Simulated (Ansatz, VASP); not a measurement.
Two plane-wave programs on GaN

```
CELL_PARAMETERS angstrom
0.00000 2.25350 2.42251
2.25350 0.00000 2.42251
2.25350 2.25350 0.00000
ATOMIC_POSITIONS crystal
Ga 0.00000 0.00000 0.00000
N 0.75000 0.75000 0.75000
```

Change from the starting cell: strain +0.0750 x Voigt [0, 0, 1, 0, 0, 0], atoms carried along.

Alike in both runs: task single point; functional PBE; k mesh 10 × 10 × 10; occupations gaussian, width 0.05 eV; no spin polarisation.

|  | VASP | Ansatz |
| --- | --- | --- |
| version | VASP 6.6.1 | Ansatz 0.2.0 |
| potentials or method | VASP PAW PBE potentials, release 64 (Ga_d, N) | scalar-relativistic, plane waves, PAW |
| plane-wave cutoff (eV) | 520 | 420 |
| valence electrons in the cell | 18 | 18 |

VASP gave:

* gap on the k mesh at the Fermi level (eV): 1.11
* least direct gap on the mesh (eV): 1.11
* pressure (GPa): -7.1
* largest component of the traceless stress (GPa): 6.95

Q: What did Ansatz give for the same quantities?

A: gap on the k mesh at the Fermi level (eV): 1.11; least direct gap on the mesh (eV): 1.11; pressure (GPa): -7.2; largest component of the traceless stress (GPa): 6.96.
